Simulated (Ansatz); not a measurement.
# NbP (I4_1md) in Ansatz: reference runs

Aim: a first look at NbP with PBE, on the cell as given and on a disturbed one, then over a range of volumes.

Program: Ansatz 0.2.0. These are calculated values, not measurements. Logs are shortened: lines on timing, memory, paths and dates and some standing lists are left out, and cuts for length are marked.

## (1) The structure

Symmetry: I4_1md, No. 109, tetragonal system. The conventional cell has a = 3.350 Å, b = 3.350 Å, c = 11.480 Å, α = 90.00°, β = 90.00°, γ = 90.00°. Nb (site symmetry 2mm) has 6 P at 2.55 Å as nearest neighbours. P (site symmetry 2mm) is surrounded by 6 Nb at 2.55 Å.

The cell is a database's computed one.

## (2) Single point, PBE

The input, input.yaml:

```yaml
crystal:
  lattice:
    - [-1.6749232544, 1.6749232544, 5.7401081759]
    - [1.6749232544, -1.6749232544, 5.7401081759]
    - [1.6749232544, 1.6749232544, -5.7401081759]
  atoms:
    - { symbol: Nb, position: [0.2498808, 0.7498808, 0.5] }
    - { symbol: Nb, position: [0.4998808, 0.4998808, 0.0] }
    - { symbol: P, position: [0.83274777, 0.33274777, 0.5] }
    - { symbol: P, position: [0.08274777, 0.08274777, 0.0] }
hamiltonian:
  xc: pbe
  pseudopotentials: { kind: paw }
kpoints:
  mp_grid: { grid: [11, 11, 11] }
scf:
  occupations: { method: fermi_dirac, width: 0.05 }
output:
  forces: true
  stress: true
  eigenvalues: true
  write_density: true
  write_potential: true
  elf: true
  volumetric_format: npy
```

Potentials or basis: Ansatz PAW.

On the command line:

```bash
$ ansatz run input.yaml --threads 2 --pin off --max-ram 5120MiB --backend cpu --events-out ev --progress --plain --runs-dir out
```

The program printed:

```text
Warning: RAYON_NUM_THREADS=2 ignored (pool sized by the plan → 2); use --threads N
basis.fft_grid_basis auto: the FFT boxes are laid along the combinations [[1, -1, 0], [0, 1, 0], [1, 0, 1]] of the cell's own vectors, 4.737, 6.210 and 3.350 Å long. The dense box has 32×45×24 points. Along the cell's own vectors, as sized, it would have 45×45×45, 2.64 times as many. Of the 8 symmetry operations that the crystal satisfies within crystal.symmetry.tolerance (time reversal apart; of a slab, those that keep its plane) the dense box along the cell's own vectors carries 8, and the one as laid loses 7 of those. basis.fft_grid_basis: typed keeps the cell's own vectors: state it where this run's energies or levels are differenced outside the engine with another run's, or held beside a run that keeps those vectors. Those combinations have planes normal to reciprocal vector 3, as the cell's own vectors have. Each planar average written beside output.write_density, output.write_potential has a row for each plane of the box: 24. The volumetric files lie along those combinations, not along the cell's own vectors: a cube or XSF file states them, and fields.json those of NumPy files.
Engine: ansatz 0.2.0, aarch64-unknown-linux-gnu
Pseudopotentials: kind: paw
Pseudopotential: Nb, paw, valence charge 13, recommended cutoff 420 eV (normal), Nb.paw.azcp
Pseudopotential: P, paw, valence charge 5, recommended cutoff 420 eV (normal), P.paw.azcp
Functional definition: PBE
  parameter kappa = 0.804
  parameter beta = 0.06672455060314922
  exchange = pbe_x(kappa = kappa, mu = beta*pi^2/3)
  correlation = pbe_c(beta = beta)
Crystal: 4 atoms, lattice volume = 64.412 Å³
Basis set: ecut = 420 eV, 1231 PW (Γ), FFT grids on a1−a2, a2, a1+a3, exchange–correlation on 64×90×48 points (8 copies of the dense FFT grid, shifted against one another)
Bands: 22, of which v1, the nominal top of the filled ones, is band 18 counted from 1 (17 counted from 0)
Symmetry: 8 space group operations
Space group: I41md (ITA 109), of the structure as read, at distance tolerance 4.0e-5 Å
k-points: 126 of 1331 (time reversal used)
Non-local potential: Nb, projectors of the file, l = 0: 3, l = 1: 2, l = 2: 2, l = 3: 1
Non-local potential: P, projectors of the file, l = 0: 2, l = 1: 2, l = 2: 2
PAW form: soft (Blöchl's): semilocal exchange-correlation on the pseudo side does not see the compensation charge
PAW one-centre angular grid: Nb, 590 points (default); XC on 64 Gauss nodes
PAW one-centre angular grid: P, 110 points (default); XC on 64 Gauss nodes
Initial density: superposition of atomic densities (neutral atoms: chi_scale 0, normalization atom), corrected by the library's trained network
Initial wavefunctions: pseudopotential atomic-orbital guess
Functional: x = pbe(κ = 0.804, μ = 0.2195149727645171), c = pbe(β = 0.06672455060314922)
SCF iter   1: F=—  HF=-10620.068543 eV  |F-HF|=—  |Δ(HF+E_count)|=         —  Δρ=8.10e-3  dr2=3.04e-2  ethr=1.77e-3  ⟨swp⟩=6.0  Hψ=14028  notcnv=0
preconditioner: auto → Kerker (q_TF=auto, 2.476 Å⁻¹)  [metal: Δε(μ)=0.007 eV  Ē_g=6.515 eV  σ=0.050 eV  W_gap=0.03  n_scr=12 (ndim 8)  ℏωp=20.7 eV  f_vac=0.000  D(μ)=0.64/eV (n_scr^D=2)]
SCF iter   2: F=—  HF=-10620.067241 eV  |F-HF|=—  |Δ(HF+E_count)|=   1.30e-3  Δρ=4.50e-3  dr2=8.15e-3  ethr=8.44e-5  ⟨swp⟩=1.5  Hψ=3872  notcnv=0
SCF iter   3: F=—  HF=-10620.067771 eV  |F-HF|=—  |Δ(HF+E_count)|=   5.30e-4  Δρ=7.20e-4  dr2=2.70e-4  ethr=2.26e-5  ⟨swp⟩=2.1  Hψ=3749  notcnv=0
SCF iter   4: F=—  HF=-10620.067777 eV  |F-HF|=—  |Δ(HF+E_count)|=   5.68e-6  Δρ=1.17e-4  dr2=8.35e-6  ethr=7.49e-7  ⟨swp⟩=2.6  Hψ=4701  notcnv=0
SCF iter   5: F=—  HF=-10620.067774 eV  |F-HF|=—  |Δ(HF+E_count)|=   3.16e-6  Δρ=2.13e-5  dr2=2.94e-7  ethr=2.32e-8  ⟨swp⟩=2.5  Hψ=4147  notcnv=0
SCF iter   6: F=-10620.067774 eV  HF=-10620.067774 eV  |F-HF|=3.26e-9  |Δ(HF+E_count)|=   1.79e-8  Δρ=5.45e-6  dr2=1.75e-8  ethr=2.78e-10  ⟨swp⟩=8.7  Hψ=18495  notcnv=0
SCF 1 converged in 6 iterations: F = -10620.067774 eV  dr2 = 1.75e-8
SCF converged after 6 iterations
Free energy (F): -10620.067774 eV
Harris-Foulkes:  -10620.067774 eV  (|F-HF|=3.26e-9)
Internal energy: -10620.062190 eV  (E = F + TS)
E sigma→0 (E₀):  -10620.064982 eV
Entropy (-TS):   -0.005584 eV (-1.396 meV/atom)
Fermi energy:    14.854440 eV
--- Per-component energies (eV) ---
  E_band       = -147.485356
  E_kinetic    = 933.292976
  E_local      = -1727.529819  (includes V_loc(G=0)·N_el)
  E_nonlocal   = 304.733616
  E_hartree    = 561.387850
  E_xc         = -477.272733
  E_vxc        = -551.840491  (∫ρ·V_xc dr)
  E_paw        = -7284.820506  (= ΣΔE_a)
  E_vpaw       = -228.914866  (= ΣTr[D̂ρ^β])
  E_aug_tail   = 0.000022  (compensation charges beyond the density's cutoff)
  E_ewald      = -2929.853596
  E_smearing   = -0.005584  (= −TS)
  E_closure    = 0.000000  (closes the sum)
  Σ components = -10620.067774   (vs F -10620.067774, Δ=0.00e0)
--- Forces (eV/Å), atoms counted from 1 ---
  atom   1  Nb     0.00000000     0.00000000     0.01616898
  atom   2  Nb    -0.00000000    -0.00000000     0.01616898
  atom   3  P      0.00000000     0.00000000    -0.01616645
  atom   4  P     -0.00000000     0.00000000    -0.01616645
  max |Σ_I F_I| component: 5.07e-6 eV/Å
--- Stress (GPa, compression-positive) ---
       -0.951034       0.000000      -0.000000
        0.000000      -0.951034      -0.000000
       -0.000000       0.000000      -1.327635
  P = ⅓ Tr σ = -1.0766 GPa (-10.766 kbar)
--- Band table (eV; the first three rows and the last of 126) ---
  k-point 0: bands = ["-40.0718", "-40.0351", "-16.3438", "-16.1451", "-16.1451", "-16.0030", "-16.0030", "-15.9637", "2.1425", "4.5374", "8.6993", "11.8362", "12.6225", "12.6225", "12.7295", "13.1455", "13.4988", "13.4988", "15.6858", "16.4478", "17.4969", "17.9838"]
  k-point 1: bands = ["-40.0683", "-40.0332", "-16.3327", "-16.1676", "-16.1619", "-16.0260", "-16.0197", "-15.9609", "2.3633", "4.6073", "8.8217", "11.5036", "12.4420", "12.4766", "12.5396", "12.9723", "13.5882", "13.7242", "15.3660", "15.9520", "17.5336", "17.5362"]
  k-point 2: bands = ["-40.0589", "-40.0283", "-16.3075", "-16.2248", "-16.2005", "-16.0784", "-16.0624", "-15.9634", "2.9577", "4.7461", "9.2500", "10.7172", "11.4198", "11.9688", "12.0908", "13.1341", "14.0076", "14.1072", "15.1105", "15.3126", "17.0195", "17.8727"]
  k-point 125: bands = ["-40.0525", "-40.0518", "-16.1906", "-16.1557", "-16.1509", "-16.1394", "-16.0123", "-15.9929", "3.1934", "3.2165", "10.7233", "10.8721", "11.7473", "12.0471", "12.1879", "12.6575", "13.9005", "14.4467", "15.7302", "16.5266", "16.8661", "17.1970"]
```

It took 13 s on 2 threads of Arm Neoverse V1, shared host; peak memory 0.47 GiB.

What came out:

* Free energy: -10620.0678 eV
* Pressure: -1.1 GPa
* Largest force: 0.016 eV/Å
* Band gap on the k mesh: none (metal or under the smearing width)

Forces in eV/Å, atoms in the order of the input:
```
Nb   0.000  0.000  0.016
Nb   0.000  0.000  0.016
P    0.000  0.000 -0.016
P    0.000  0.000 -0.016
```

## (3) Single point, PBE (atoms moved at random, drawn with an rms of 0.05 Å)

The input, input.yaml:

```yaml
crystal:
  lattice:
    - [-1.6749232544, 1.6749232544, 5.7401081759]
    - [1.6749232544, -1.6749232544, 5.7401081759]
    - [1.6749232544, 1.6749232544, -5.7401081759]
  atoms:
    - { symbol: Nb, position: [0.253561, 0.735582, 0.478283] }
    - { symbol: Nb, position: [0.498191, 0.493121, -0.011483] }
    - { symbol: P, position: [0.846944, 0.314082, 0.495379] }
    - { symbol: P, position: [0.06652, 0.078287, -0.010049] }
hamiltonian:
  xc: pbe
  pseudopotentials: { kind: paw }
kpoints:
  mp_grid: { grid: [11, 11, 11] }
scf:
  occupations: { method: fermi_dirac, width: 0.05 }
output:
  forces: true
  stress: true
  eigenvalues: true
```

Potentials or basis: Ansatz PAW.

On the command line:

```bash
$ ansatz run input.yaml --threads 2 --pin off --max-ram 5120MiB --backend cpu --events-out ev --progress --plain --runs-dir out
```

The program printed:

```text
Warning: RAYON_NUM_THREADS=2 ignored (pool sized by the plan → 2); use --threads N
basis.fft_grid_basis auto: the FFT boxes are laid along the combinations [[1, 0, 1], [0, 1, 1], [0, 0, 1]] of the cell's own vectors, 3.350, 3.350 and 6.210 Å long. The dense box has 24×24×45 points. Along the cell's own vectors, as sized, it would have 45×45×45, 3.52 times as many. basis.fft_grid_basis: typed keeps the cell's own vectors: state it where this run's energies or levels are differenced outside the engine with another run's, or held beside a run that keeps those vectors.
[... 9 set-up lines as earlier in the session ...]
Crystal: 4 atoms, lattice volume = 64.412 Å³
Basis set: ecut = 420 eV, 1231 PW (Γ), FFT grids on a1+a3, a2+a3, a3, exchange–correlation on 48×48×90 points (8 copies of the dense FFT grid, shifted against one another)
Bands: 22, of which v1, the nominal top of the filled ones, is band 18 counted from 1 (17 counted from 0)
Symmetry: 1 space group operations
Space group: P1 (ITA 1), of the structure as read, at distance tolerance 4.0e-5 Å
k-points: 666 of 1331 (time reversal used)
[... 8 set-up lines as earlier in the session ...]
SCF iter   1: F=—  HF=-10619.956564 eV  |F-HF|=—  |Δ(HF+E_count)|=         —  Δρ=7.95e-3  dr2=2.96e-2  ethr=1.77e-3  ⟨swp⟩=6.0  Hψ=74116  notcnv=0
preconditioner: auto → Kerker (q_TF=auto, 2.476 Å⁻¹)  [metal: Δε(μ)=0.024 eV  Ē_g=6.513 eV  σ=0.050 eV  W_gap=0.12  n_scr=12 (ndim 8)  ℏωp=20.7 eV  f_vac=0.000  D(μ)=0.51/eV (n_scr^D=2)]
SCF iter   2: F=—  HF=-10619.955492 eV  |F-HF|=—  |Δ(HF+E_count)|=   1.07e-3  Δρ=4.43e-3  dr2=8.20e-3  ethr=8.23e-5  ⟨swp⟩=1.4  Hψ=20331  notcnv=0
SCF iter   3: F=—  HF=-10619.956002 eV  |F-HF|=—  |Δ(HF+E_count)|=   5.09e-4  Δρ=7.04e-4  dr2=2.96e-4  ethr=2.28e-5  ⟨swp⟩=2.1  Hψ=19508  notcnv=0
SCF iter   4: F=—  HF=-10619.955995 eV  |F-HF|=—  |Δ(HF+E_count)|=   7.06e-6  Δρ=1.20e-4  dr2=1.07e-5  ethr=8.23e-7  ⟨swp⟩=2.4  Hψ=21403  notcnv=0
SCF iter   5: F=—  HF=-10619.955996 eV  |F-HF|=—  |Δ(HF+E_count)|=   9.91e-7  Δρ=2.35e-5  dr2=4.95e-7  ethr=2.98e-8  ⟨swp⟩=2.5  Hψ=22008  notcnv=0
SCF iter   6: F=-10619.955996 eV  HF=-10619.955996 eV  |F-HF|=6.16e-9  |Δ(HF+E_count)|=   2.30e-9  Δρ=6.12e-6  dr2=3.13e-8  ethr=2.78e-10  ⟨swp⟩=5.1  Hψ=61778  notcnv=0
SCF 1 converged in 6 iterations: F = -10619.955996 eV  dr2 = 3.13e-8
SCF converged after 6 iterations
Free energy (F): -10619.955996 eV
Harris-Foulkes:  -10619.955996 eV  (|F-HF|=6.16e-9)
Internal energy: -10619.951223 eV  (E = F + TS)
E sigma→0 (E₀):  -10619.953609 eV
Entropy (-TS):   -0.004773 eV (-1.193 meV/atom)
Fermi energy:    14.850594 eV
--- Per-component energies (eV) ---
  E_band       = -147.374332
  E_kinetic    = 933.680496
  E_local      = -1731.289588  (includes V_loc(G=0)·N_el)
  E_nonlocal   = 304.898317
  E_hartree    = 563.130293
  E_xc         = -477.342599
  E_vxc        = -551.932920  (∫ρ·V_xc dr)
  E_paw        = -7284.881211  (= ΣΔE_a)
  E_vpaw       = -228.989566  (= ΣTr[D̂ρ^β])
  E_aug_tail   = 0.000021  (compensation charges beyond the density's cutoff)
  E_ewald      = -2928.146952
  E_smearing   = -0.004773  (= −TS)
  E_closure    = 0.000000  (closes the sum)
  Σ components = -10619.955996   (vs F -10619.955996, Δ=0.00e0)
--- Forces (eV/Å), atoms counted from 1 ---
  atom   1  Nb     0.28291807     0.39113065    -1.11728401
  atom   2  Nb     0.13213050    -0.02984581    -0.27577579
  atom   3  P      0.04926149    -0.69049917     0.25820661
  atom   4  P     -0.46430942     0.32921573     1.13485939
  max |Σ_I F_I| component: 6.21e-6 eV/Å
--- Stress (GPa, compression-positive) ---
        0.105977      -0.034263       0.090735
       -0.034263       1.308328       0.219129
        0.090735       0.219128      -2.781026
  P = ⅓ Tr σ = -0.4556 GPa (-4.556 kbar)
--- Band table (eV; the first three rows and the last of 666) ---
  k-point 0: bands = ["-40.0723", "-40.0117", "-16.3248", "-16.1444", "-16.1182", "-16.0283", "-15.9898", "-15.9442", "2.1373", "4.4495", "8.8080", "11.7841", "12.5124", "12.7549", "12.8648", "13.0897", "13.4794", "13.5965", "15.5960", "16.3046", "17.6377", "17.8871"]
  k-point 1: bands = ["-40.0691", "-40.0094", "-16.3142", "-16.1637", "-16.1379", "-16.0475", "-16.0098", "-15.9427", "2.3598", "4.5410", "8.9075", "11.4833", "12.3150", "12.4864", "12.6685", "12.9858", "13.6619", "13.7186", "15.3338", "15.8243", "17.5277", "17.6117"]
  k-point 2: bands = ["-40.0606", "-40.0034", "-16.2918", "-16.2137", "-16.1821", "-16.0965", "-16.0569", "-15.9459", "2.9559", "4.7270", "9.2857", "10.7458", "11.3691", "11.9151", "12.0084", "13.2492", "13.9938", "14.0807", "15.0282", "15.4643", "17.0953", "17.8515"]
  k-point 665: bands = ["-40.0494", "-39.9962", "-16.3519", "-16.2525", "-16.2068", "-16.1685", "-16.0378", "-15.9762", "3.9148", "4.7420", "9.2762", "9.7862", "10.9426", "11.2653", "12.1901", "12.8725", "13.8237", "14.1906", "15.4522", "16.4286", "17.2419", "17.8615"]
```

It took 43 s on 2 threads of Arm Neoverse V1, shared host; peak memory 1 GiB.

What came out:

| Item | Value |
| --- | --- |
| Free energy | -10619.9560 eV |
| Pressure | -0.5 GPa |
| Largest force | 1.270 eV/Å |
| Band gap on the k mesh | none (metal or under the smearing width) |

Forces in eV/Å, atoms in the order of the input:
```
Nb   0.283  0.391 -1.117
Nb   0.132 -0.030 -0.276
P    0.049 -0.690  0.258
P   -0.464  0.329  1.135
```

Levels at points of the mesh, in eV from the Fermi level:
```
           k point  band 16  band 17  band 18  band 19  band 20  band 21
(0.00, 0.00, 0.00)    -1.76    -1.37    -1.25     0.75     1.45     2.79
```

## (4) Single point, PBE, 15.14 Å³/atom (volume scaled by 0.94)

The input, input.yaml:

```yaml
crystal:
  lattice:
    - [-1.6407315532, 1.6407315532, 5.6229302316]
    - [1.6407315532, -1.6407315532, 5.6229302316]
    - [1.6407315532, 1.6407315532, -5.6229302316]
  atoms:
    - { symbol: Nb, position: [0.2498808, 0.7498808, 0.5] }
    - { symbol: Nb, position: [0.4998808, 0.4998808, 0.0] }
    - { symbol: P, position: [0.83274777, 0.33274777, 0.5] }
    - { symbol: P, position: [0.08274777, 0.08274777, 0.0] }
hamiltonian:
  xc: pbe
  pseudopotentials: { kind: paw }
kpoints:
  mp_grid: { grid: [11, 11, 11] }
scf:
  occupations: { method: fermi_dirac, width: 0.05 }
output:
  forces: true
  stress: true
  eigenvalues: true
```

On the command line:

```bash
$ ansatz run input.yaml --threads 2 --pin off --max-ram 5120MiB --backend cpu --events-out ev --progress --plain --runs-dir out
```

It took 7.1 s on 2 threads of Arm Neoverse V1, shared host; peak memory 0.45 GiB.

The run converged. Its results:

- Free energy: -10619.9443 eV
- Pressure: 12.0 GPa
- Largest force: 0.040 eV/Å
- Band gap on the k mesh: none (metal or under the smearing width)

## (5) Single point, PBE, 15.46 Å³/atom (volume scaled by 0.96)

input.yaml, as its differences from that of step 4:

```diff
@@ -2,5 +2,5 @@
   lattice:
-    - [-1.6407315532, 1.6407315532, 5.6229302316]
-    - [1.6407315532, -1.6407315532, 5.6229302316]
-    - [1.6407315532, 1.6407315532, -5.6229302316]
+    - [-1.6522863814, 1.6522863814, 5.6625296365]
+    - [1.6522863814, -1.6522863814, 5.6625296365]
+    - [1.6522863814, 1.6522863814, -5.6625296365]
   atoms:
```

On the command line:

```bash
$ ansatz run input.yaml --threads 2 --pin off --max-ram 5120MiB --backend cpu --events-out ev --progress --plain --runs-dir out
```

Wall time 7.9 s (2 threads of Arm Neoverse V1, shared host); peak memory 0.45 GiB.

Results (log left out):

| Property | Result |
| --- | --- |
| Free energy | -10620.0211 eV |
| Pressure | 7.2 GPa |
| Largest force | 0.031 eV/Å |
| Band gap on the k mesh | none (metal or under the smearing width) |

## (6) Single point, PBE, 15.78 Å³/atom (volume scaled by 0.98)

input.yaml, as its differences from that of step 5:

```diff
@@ -2,5 +2,5 @@
   lattice:
-    - [-1.6522863814, 1.6522863814, 5.6625296365]
-    - [1.6522863814, -1.6522863814, 5.6625296365]
-    - [1.6522863814, 1.6522863814, -5.6625296365]
+    - [-1.66368182, 1.66368182, 5.7015827992]
+    - [1.66368182, -1.66368182, 5.7015827992]
+    - [1.66368182, 1.66368182, -5.7015827992]
   atoms:
@@ -21 +21,5 @@
   eigenvalues: true
+  write_density: true
+  write_potential: true
+  elf: true
+  volumetric_format: npy
```

Potentials or basis: Ansatz PAW.

On the command line:

```bash
$ ansatz run input.yaml --threads 2 --pin off --max-ram 5120MiB --backend cpu --events-out ev --progress --plain --runs-dir out
```

It took 13 s on 2 threads of Arm Neoverse V1, shared host; peak memory 0.47 GiB.

The run converged. Its results:

| Item | Value |
| --- | --- |
| Free energy | -10620.0610 eV |
| Pressure | 2.8 GPa |
| Largest force | 0.023 eV/Å |
| Band gap on the k mesh | none (metal or under the smearing width) |

## (7) Single point, PBE, 16.10 Å³/atom

input.yaml, as its differences from that of step 6:

```diff
@@ -2,5 +2,5 @@
   lattice:
-    - [-1.66368182, 1.66368182, 5.7015827992]
-    - [1.66368182, -1.66368182, 5.7015827992]
-    - [1.66368182, 1.66368182, -5.7015827992]
+    - [-1.6749232544, 1.6749232544, 5.7401081759]
+    - [1.6749232544, -1.6749232544, 5.7401081759]
+    - [1.6749232544, 1.6749232544, -5.7401081759]
   atoms:
```

On the command line:

```bash
$ ansatz run input.yaml --threads 2 --pin off --max-ram 5120MiB --backend cpu --events-out ev --progress --plain --runs-dir out
```

Wall time 14 s (2 threads of Arm Neoverse V1, shared host); peak memory 0.47 GiB.

It converged, with:

| Property | Result |
| --- | --- |
| Free energy | -10620.0678 eV |
| Pressure | -1.1 GPa |
| Largest force | 0.016 eV/Å |
| Band gap on the k mesh | none (metal or under the smearing width) |

## (8) Single point, PBE, 16.43 Å³/atom (volume scaled by 1.02)

input.yaml, as its differences from that of step 7:

```diff
@@ -2,5 +2,5 @@
   lattice:
-    - [-1.6749232544, 1.6749232544, 5.7401081759]
-    - [1.6749232544, -1.6749232544, 5.7401081759]
-    - [1.6749232544, 1.6749232544, -5.7401081759]
+    - [-1.6860157846, 1.6860157846, 5.7781232452]
+    - [1.6860157846, -1.6860157846, 5.7781232452]
+    - [1.6860157846, 1.6860157846, -5.7781232452]
   atoms:
```

On the command line:

```bash
$ ansatz run input.yaml --threads 2 --pin off --max-ram 5120MiB --backend cpu --events-out ev --progress --plain --runs-dir out
```

Wall time 14 s (2 threads of Arm Neoverse V1, shared host); peak memory 0.47 GiB.

It converged, with:

* Free energy: -10620.0448 eV
* Pressure: -4.6 GPa
* Largest force: 0.010 eV/Å
* Band gap on the k mesh: none (metal or under the smearing width)

[end of part 1 of 2]
